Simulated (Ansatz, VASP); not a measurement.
# GaSb in two plane-wave programs

One calculation is typed for both programs; each brings its own data sets. How far apart do they land? The cell is taken from a series of runs on this material, whose earlier steps may have relaxed, scaled, displaced or heated it; both programs get it as it stands.

Program: Ansatz 0.2.0. Level of theory: plane waves, with VASP 6.6.1 beside it; zone-centre phonons at LDA. Results are calculated unless marked as measured.

## 1. The structure

The structure is tetragonal, space group I-4m2 (No. 119). The conventional cell has a = 4.448 Å, b = 4.448 Å, c = 5.818 Å, α = 90.00°, β = 90.00°, γ = 90.00°. Ga has 4 Sb at 2.66 Å nearest. Nearest to Sb lie 4 Ga at 2.66 Å. Farther neighbours are not listed.

Structure file:

```cif
data_structure
_symmetry_space_group_name_H-M 'P 1'
_symmetry_Int_Tables_number 1
_cell_length_a 4.2844
_cell_length_b 4.2844
_cell_length_c 4.4482
_cell_angle_alpha 58.727
_cell_angle_beta 58.727
_cell_angle_gamma 62.546
_cell_volume 57.56
loop_
_atom_site_label
_atom_site_type_symbol
_atom_site_fract_x
_atom_site_fract_y
_atom_site_fract_z
_atom_site_occupancy
Ga1 Ga 0.00000 0.00000 0.00000 1
Sb2 Sb 0.75000 0.75000 0.75000 1
```

## 2. VASP: zone-centre phonons, LDA

Second derivatives magnify differences that forces hide, and they need a tight electronic threshold.

Lines of VASP's logs that name or quote its potential files are left out, and so is its time.

The input, INCAR:

```
SYSTEM = GaSb
PREC = Accurate
ENCUT = 500
EDIFF = 1E-08
NELM = 120
ISMEAR = 1
SIGMA = 0.2
LREAL = .FALSE.
ALGO = Normal
GGA = PW92
NBANDS = 15
LORBIT = 11
LWAVE = .FALSE.
LCHARG = .FALSE.
ISIF = 2
IBRION = 8
LASPH = .TRUE.
GGA_COMPAT = .FALSE.
EFERMI = MIDGAP
KPAR = 2
```

The input, POSCAR:

```
GaSb
1.0
    0.0000000000      3.1453407822      2.9090390954
    3.1453407822      0.0000000000      2.9090390954
    3.1453407822      3.1453407822      0.0000000000
Ga Sb
1 1
Direct
    0.0000000000      0.0000000000      0.0000000000
    0.7500000000      0.7500000000      0.7500000000
```

The input, KPOINTS:

```
Automatic mesh
0
Gamma
12 12 12
0 0 0
```

The projector-augmented-wave data sets are Ga_d and Sb (LDA family, release 64).

On the command line:

```console
$ mpirun -np 2 vasp_std
```

Numbers of over 12 decimals in the logs are rounded to 6 here.

Log:

```text
[banner, memory and clock lines left out]
running    2 mpi-ranks, on    1 nodes
 distrk:  each k-point on    1 cores,    2 groups
 distr:  one band on    1 cores,    1 groups

 POSCAR found type information on POSCAR GaSb
 POSCAR found :  2 types and       2 ions
|                                                                             |
|               ----> ADVICE to this user running VASP <----                  |
|                                                                             |
|     You enforced a specific xc type in the INCAR file but a different       |
|     [... a line on the potential file left out ...]
|     I HOPE YOU KNOW WHAT YOU ARE DOING!                                     |
|                                                                             |

 LDA part: xc-table for (Slater(with rela. corr.)+PW92), standard interpolation
 POSCAR, INCAR and KPOINTS ok, starting setup
 FFT: planning ... GRIDC
 FFT: planning ... GRID_SOFT
 FFT: planning ... GRID
 WAVECAR not read
 entering main loop
       N       E                     dE             d eps       ncg     rms          rms(c)
DAV:   1     0.797500873941E+02    0.79750E+02   -0.84736E+03  4938   0.142E+03
DAV:   2    -0.253044601357E+01   -0.82281E+02   -0.79359E+02  5723   0.296E+02
DAV:   3    -0.862783516944E+01   -0.60974E+01   -0.60794E+01  5870   0.672E+01
DAV:   4    -0.873925935121E+01   -0.11142E+00   -0.11141E+00  6196   0.103E+01
DAV:   5    -0.874190551798E+01   -0.26462E-02   -0.26461E-02  6315   0.138E+00    0.323E+00
DAV:   6    -0.865776955363E+01    0.84136E-01   -0.74320E-02  7154   0.433E+00    0.187E+00
DAV:   7    -0.862428096508E+01    0.33489E-01   -0.47932E-02  5667   0.174E+00    0.294E-01
DAV:   8    -0.862391219535E+01    0.36877E-03   -0.45452E-03  6220   0.822E-01    0.914E-02
DAV:   9    -0.862398987279E+01   -0.77677E-04   -0.34082E-04  6055   0.169E-01    0.363E-02
DAV:  10    -0.862398359361E+01    0.62792E-05   -0.15866E-05  6273   0.348E-02    0.123E-02
DAV:  11    -0.862398611700E+01   -0.25234E-05   -0.41024E-06  5667   0.192E-02    0.510E-03
DAV:  12    -0.862398609057E+01    0.26434E-07   -0.20391E-07  6222   0.347E-03    0.907E-04
DAV:  13    -0.862398610144E+01   -0.10875E-07   -0.19359E-08  5906   0.139E-03    0.595E-04
DAV:  14    -0.862398610154E+01   -0.10277E-09   -0.66753E-10  3663   0.305E-04
   1 F= -.86239861E+01 E0= -.86241186E+01  d E =0.397544E-03
 Linear response reoptimize wavefunctions to high precision
DAV:   1    -0.862398610149E+01    0.50932E-10   -0.34254E-10  4510   0.191E-04
 Linear response DOF=           4
 Linear response progress:
  Degree of freedom:   1/  4
       N       E                     dE             d eps       ncg     rms          rms(c)
RMM:   1    -0.168269910961E+00   -0.16827E+00    0.78812E-02 17734   0.834E+00
RMM:   2    -0.166916924638E+00    0.13530E-02   -0.28275E-02 26625   0.137E+00    0.389E-02
RMM:   3    -0.166977963921E+00   -0.61039E-04   -0.33920E-03 27818   0.441E-01    0.254E-02
RMM:   4    -0.166932263464E+00    0.45700E-04   -0.15523E-03 30480   0.207E-01    0.140E-02
RMM:   5    -0.166935008745E+00   -0.27453E-05   -0.72264E-05 29371   0.545E-02    0.399E-03
RMM:   6    -0.166935343494E+00   -0.33475E-06   -0.16171E-05 30102   0.235E-02    0.472E-04
RMM:   7    -0.166930746864E+00    0.45966E-05   -0.38040E-06 29117   0.102E-02    0.514E-04
RMM:   8    -0.166934484813E+00   -0.37379E-05   -0.73808E-07 29431   0.469E-03    0.709E-05
RMM:   9    -0.166934772720E+00   -0.28791E-06   -0.24953E-07 29770   0.221E-03    0.856E-05
RMM:  10    -0.166935529260E+00   -0.75654E-06   -0.85743E-08 29577   0.106E-03    0.182E-05
RMM:  11    -0.166935584000E+00   -0.54740E-07   -0.93751E-09 29893   0.529E-04    0.166E-05
RMM:  12    -0.166935624995E+00   -0.40995E-07   -0.91458E-09 30129   0.269E-04    0.132E-05
RMM:  13    -0.166935736200E+00   -0.11121E-06   -0.41162E-09 29166   0.141E-04    0.217E-06
RMM:  14    -0.166935752468E+00   -0.16268E-07    0.11702E-09 30343   0.799E-05    0.285E-06
RMM:  15    -0.166935787027E+00   -0.34559E-07    0.93045E-10 29316   0.483E-05    0.218E-06
RMM:  16    -0.166935768530E+00    0.18498E-07    0.66132E-10 27877   0.326E-05    0.104E-06
RMM:  17    -0.166935777175E+00   -0.86457E-08   -0.22927E-09 27408   0.241E-05    0.161E-07
 first order change of Fermi-energy   0.11030E-05
 force on displaced ion       1 direction 1 :  -7.359   0.000   0.000
 Linear response progress:
  Degree of freedom:   2/  4
       N       E                     dE             d eps       ncg     rms          rms(c)
RMM:   1    -0.167575237050E+00   -0.16758E+00    0.11400E-01 10422   0.850E+00
RMM:   2    -0.166483645963E+00    0.10916E-02   -0.26093E-02 15388   0.133E+00    0.398E-02
RMM:   3    -0.166634501918E+00   -0.15086E-03   -0.47128E-03 15852   0.494E-01    0.237E-02
RMM:   4    -0.166598354041E+00    0.36148E-04   -0.26233E-03 17634   0.261E-01    0.159E-02
RMM:   5    -0.166624630242E+00   -0.26276E-04   -0.87566E-05 16859   0.588E-02    0.609E-03
RMM:   6    -0.166631606335E+00   -0.69761E-05   -0.16787E-05 17039   0.245E-02    0.275E-03
RMM:   7    -0.166605155141E+00    0.26451E-04   -0.46924E-06 16649   0.119E-02    0.570E-04
RMM:   8    -0.166607296481E+00   -0.21413E-05   -0.10076E-06 17327   0.530E-03    0.212E-04
RMM:   9    -0.166609330424E+00   -0.20339E-05   -0.26112E-07 16839   0.240E-03    0.632E-05
RMM:  10    -0.166609430014E+00   -0.99590E-07   -0.61730E-08 17513   0.115E-03    0.277E-05
RMM:  11    -0.166609525784E+00   -0.95770E-07   -0.20848E-08 17471   0.583E-04    0.317E-05
RMM:  12    -0.166609709157E+00   -0.18337E-06   -0.53798E-09 16840   0.294E-04    0.195E-05
RMM:  13    -0.166609888984E+00   -0.17983E-06   -0.41041E-10 16914   0.160E-04    0.180E-06
RMM:  14    -0.166609871070E+00    0.17915E-07   -0.19815E-09 17418   0.861E-05    0.447E-06
RMM:  15    -0.166609888888E+00   -0.17818E-07    0.33035E-10 17252   0.509E-05    0.312E-06
RMM:  16    -0.166609928281E+00   -0.39393E-07    0.14764E-09 16955   0.341E-05    0.127E-06
RMM:  17    -0.166609914099E+00    0.14182E-07   -0.20400E-10 16167   0.246E-05    0.692E-07
RMM:  18    -0.166609921370E+00   -0.72707E-08    0.25879E-10 15524   0.196E-05    0.156E-07
 first order change of Fermi-energy   0.13221E-03
 force on displaced ion       1 direction 3 :   0.000   0.000  -7.350
 Linear response progress:
  Degree of freedom:   3/  4
       N       E                     dE             d eps       ncg     rms          rms(c)
RMM:   1    -0.293885420128E-01   -0.29389E-01    0.43406E-03 28714   0.136E+00
RMM:   2    -0.265970994654E-01    0.27914E-02   -0.34187E-03 26008   0.384E-01    0.670E-02
RMM:   3    -0.265546793498E-01    0.42420E-04   -0.20600E-04 29219   0.103E-01    0.358E-02
RMM:   4    -0.265812077334E-01   -0.26528E-04   -0.40674E-05 29045   0.438E-02    0.445E-03
RMM:   5    -0.265860666084E-01   -0.48589E-05   -0.56111E-06 30084   0.148E-02    0.283E-03
RMM:   6    -0.265777933244E-01    0.82733E-05   -0.72801E-07 28635   0.480E-03    0.471E-04
RMM:   7    -0.265775038109E-01    0.28951E-06   -0.73511E-08 30175   0.148E-03    0.275E-04
RMM:   8    -0.265773546747E-01    0.14914E-06   -0.10138E-08 29000   0.526E-04    0.207E-05
RMM:   9    -0.265773834238E-01   -0.28749E-07    0.84702E-11 30017   0.195E-04    0.183E-05
RMM:  10    -0.265773765203E-01    0.69035E-08    0.19103E-09 28760   0.674E-05    0.526E-06
 first order change of Fermi-energy   0.56182E-04
 force on displaced ion       2 direction 1 :  -7.380   0.000   0.000
 Linear response progress:
  Degree of freedom:   4/  4
       N       E                     dE             d eps       ncg     rms          rms(c)
RMM:   1    -0.285050600313E-01   -0.28505E-01    0.90793E-03 16730   0.133E+00
RMM:   2    -0.266475421903E-01    0.18575E-02   -0.34398E-03 15413   0.355E-01    0.625E-02
RMM:   3    -0.265395139022E-01    0.10803E-03   -0.20851E-04 16923   0.985E-02    0.336E-02
RMM:   4    -0.265363653492E-01    0.31486E-05   -0.43413E-05 16840   0.429E-02    0.446E-03
RMM:   5    -0.265401630058E-01   -0.37977E-05   -0.59262E-06 17790   0.152E-02    0.276E-03
RMM:   6    -0.265356194584E-01    0.45435E-05   -0.74633E-07 16881   0.478E-03    0.106E-03
RMM:   7    -0.265339703289E-01    0.16491E-05   -0.69409E-08 17297   0.145E-03    0.340E-04
RMM:   8    -0.265332042409E-01    0.76609E-06   -0.12312E-08 17141   0.542E-04    0.590E-05
RMM:   9    -0.265331572741E-01    0.46967E-07   -0.22951E-09 17469   0.187E-04    0.138E-05
RMM:  10    -0.265331897682E-01   -0.32494E-07   -0.33574E-10 16544   0.662E-05    0.228E-06
RMM:  11    -0.265331895825E-01    0.18573E-09   -0.69383E-11 17045   0.263E-05    0.394E-06
 first order change of Fermi-energy   0.52816E-03
 force on displaced ion       2 direction 3 :  -0.000  -0.000  -7.375
 Linear response finished
```

OUTCAR, selected parts (step 2):

```text
ion  position               nearest neighbor table
   1  0.000  0.000  0.000-   2 2.66   2 2.66   2 2.66   2 2.66
   2  0.750  0.750  0.750-   1 2.66   1 2.66   1 2.66   1 2.66

  LATTYP: Found a body centered tetragonal cell.
 ALAT       =     4.4481835925
 C/A-ratio  =     1.3079671893

 Subroutine GETGRP returns: Found  8 space group operations
 (whereof  8 operations were pure point group operations)

The static configuration has the point symmetry D_2d.

 Found    163 irreducible k-points:

   k-points           NKPTS =    163   k-points in BZ     NKDIM =    163   number of bands    NBANDS=     15

   dimension x,y,z NGX =    32 NGY =   32 NGZ =   32
   dimension x,y,z NGXF=    64 NGYF=   64 NGZF=   64

   ENCUT  =  500.0 eV  36.75 Ry    6.06 a.u.   7.81  7.81  8.11*2*pi/ulx,y,z

   NELECT =      18.0000    total number of electrons

 k-points in reciprocal lattice and weights: Automatic mesh
   0.00000000  0.00000000  0.00000000       0.001
   0.08333333  0.00000000  0.00000000       0.005
   0.16666667  0.00000000  0.00000000       0.005
   0.25000000  0.00000000  0.00000000       0.005
   0.33333333  0.00000000  0.00000000       0.005
   0.41666667  0.00000000  0.00000000       0.005
   0.50000000  0.00000000  0.00000000       0.002
   0.08333333  0.08333333  0.00000000       0.001
   0.16666667  0.08333333  0.00000000       0.005
[...]
-0.33333333  0.16666667  0.50000000       0.002
  -0.25000000  0.25000000  0.50000000       0.001

 average (electrostatic) potential at core
       1 -66.9375       2 -88.7236

  Total       -1.0484290     -1.0484290      0.0523585      0.0000000      0.0000000      0.0000000
  in kB      -29.1833166    -29.1833166      1.4574143      0.0000000      0.0000000      0.0000000
  external PRESSURE =     -18.9697396 kB  Pullay stress =       0.0000000 kB

  energy-cutoff  :      500.00
  volume of cell :       57.56
      direct lattice vectors                 reciprocal lattice vectors
     0.000000000  3.145340782  2.909039095    -0.158965287  0.158965287  0.171878061
     3.145340782  0.000000000  2.909039095     0.158965287 -0.158965287  0.171878061
     3.145340782  3.145340782  0.000000000     0.158965287  0.158965287 -0.171878061

 POSITION                                       TOTAL-FORCE (eV/Angst)
 -----------------------------------------------------------------------------------
      0.00000      0.00000      0.00000        -0.000000     -0.000000     -0.000000
      4.71801      4.71801      4.36356         0.000000      0.000000      0.000000
 -----------------------------------------------------------------------------------
    total drift:                               -0.000000     -0.000000     -0.000000

 Eigenvectors and eigenvalues of the dynamical matrix
 ----------------------------------------------------

   1 f  =    6.372510 THz    40.039661 2PiTHz  212.564053 cm-1    26.354572 meV
             X         Y         Z           dx          dy          dz
      0.000000  0.000000  0.000000     0.796984   -0.000000    0.000000
      4.718011  4.718011  4.363559    -0.604000    0.000000    0.000000

   2 f  =    6.372510 THz    40.039661 2PiTHz  212.564053 cm-1    26.354572 meV
             X         Y         Z           dx          dy          dz
      0.000000  0.000000  0.000000    -0.000000   -0.796984    0.000000
      4.718011  4.718011  4.363559     0.000000    0.604000    0.000000

   3 f  =    6.369405 THz    40.020154 2PiTHz  212.460493 cm-1    26.341732 meV
             X         Y         Z           dx          dy          dz
      0.000000  0.000000  0.000000     0.000000    0.000000    0.796930
      4.718011  4.718011  4.363559     0.000000    0.000000   -0.604072

   4 f/i=    0.004477 THz     0.028129 2PiTHz    0.149332 cm-1     0.018515 meV
             X         Y         Z           dx          dy          dz
      0.000000  0.000000  0.000000    -0.368463   -0.478593    0.000000
      4.718011  4.718011  4.363559    -0.486191   -0.631508    0.000000

   5 f/i=    0.004477 THz     0.028129 2PiTHz    0.149332 cm-1     0.018515 meV
             X         Y         Z           dx          dy          dz
      0.000000  0.000000  0.000000    -0.478593    0.368463    0.000000
      4.718011  4.718011  4.363559    -0.631508    0.486191    0.000000

   6 f/i=    0.005044 THz     0.031695 2PiTHz    0.168261 cm-1     0.020862 meV
             X         Y         Z           dx          dy          dz
      0.000000  0.000000  0.000000     0.000000    0.000000   -0.604072
      4.718011  4.718011  4.363559     0.000000    0.000000   -0.796930

 ELASTIC MODULI CONTR FROM IONIC RELAXATION (kBar)
 Direction    XX          YY          ZZ          XY          YZ          ZX
 --------------------------------------------------------------------------------
 XX           0.0000      0.0000      0.0000      0.0000      0.0000      0.0000
 YY           0.0000      0.0000      0.0000      0.0000      0.0000      0.0000
 ZZ           0.0000      0.0000      0.0000      0.0000      0.0000      0.0000
 XY           0.0000      0.0000      0.0000   -143.7885     -0.0000      0.0000
 YZ           0.0000      0.0000      0.0000     -0.0000   -138.0297     -0.0000
 ZX           0.0000      0.0000      0.0000      0.0000     -0.0000   -115.4033
 --------------------------------------------------------------------------------
```

Methfessel-Paxton smearing is not meant for a cell with a gap.

(Part 1 of 2 ends here.)

[Lines on the potential files, build, host, timing and source positions are cut from VASP's logs without a mark.]

[Logs are printed without paths, hosts, clocks, repeated set-up lines and the standing remarks that a program may print on its own settings, such as how far it seeks lower states.]

[Hosts, paths, dates, database ids (printed as entryN), source tags and the programs' standing remarks are cut or masked in the printed files.]
